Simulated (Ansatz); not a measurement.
**Ionic part of the dielectric constant of ZnS at 1 GPa, mode by mode**

These are results of DFT PBE, scalar-relativistic, plane waves, PAW in Ansatz 0.2.0, not measurements. Plane waves to 420 eV; Γ-centred k mesh 10×10×10; fixed occupations. No spin polarisation. Phonons by linear response, acoustic sum rule imposed.

It takes space group F-43m (No. 216, cubic). The conventional cell has a = 5.418 Å, b = 5.418 Å, c = 5.418 Å, α = 90.00°, β = 90.00°, γ = 90.00°. Zn (site symmetry -43m) has 4 S at 2.35 Å as nearest neighbours. Around S (site symmetry -43m) lie 4 Zn at 2.35 Å.

The primitive cell has V = 39.76 Å³ and ε∞,zz = 5.938. Each polar mode adds Δε = (4.92064×10⁷/V)·S/ν² along z, with S its oscillator strength in e²/amu, ν in cm⁻¹ and V in Å³.

Task: From these modes, find each Δε and ε0,zz.
| ν (cm⁻¹) | S_zz (e²/amu) |
| --- | --- |
| 266.7 | 0.1868 |

Result:
```csv
ν (cm⁻¹),Δε
266.7,3.25
```

The sum is 3.252, so ε0,zz = 9.19; the run's tensor has 9.19.

Task: Where do the longitudinal modes lie for a wave vector along z?

Result: At 332 cm⁻¹. The Lyddane–Sachs–Teller product Π(ν_LO/ν_TO)² = 1.55 matches ε0/ε∞ = 1.55.

Cost: 1 run of about 0.63 core-minutes, on Intel Xeon 6975P-C (Granite Rapids) (shared hosts).

The lattice contributes 3.25 to the static dielectric constant of 9.19, less than the electrons do even after the vacuum term is removed from ε∞. With two atoms per primitive cell, zinc blende has a single triply degenerate polar optical mode, in which the Zn and S sublattices move against each other, so one frequency carries the whole ionic response along z. Its oscillator strength implies a Born charge close to the nominal ionic valence. This doesn't make the bonding fully ionic, because charge transferred within the polar covalent Zn–S bonds during the displacement also counts.

The macroscopic field of the longitudinal mode adds a restoring force, which electronic screening weakens. The computed ε∞ is higher than experiment indicates and the longitudinal frequency lower, probably because PBE underestimates the gap and so overscreens that field, while its slightly soft bonds lower both optical branches. The Lyddane–Sachs–Teller agreement shows internal consistency, not accuracy, and a single pressure can't show how compression changes the ionic response.
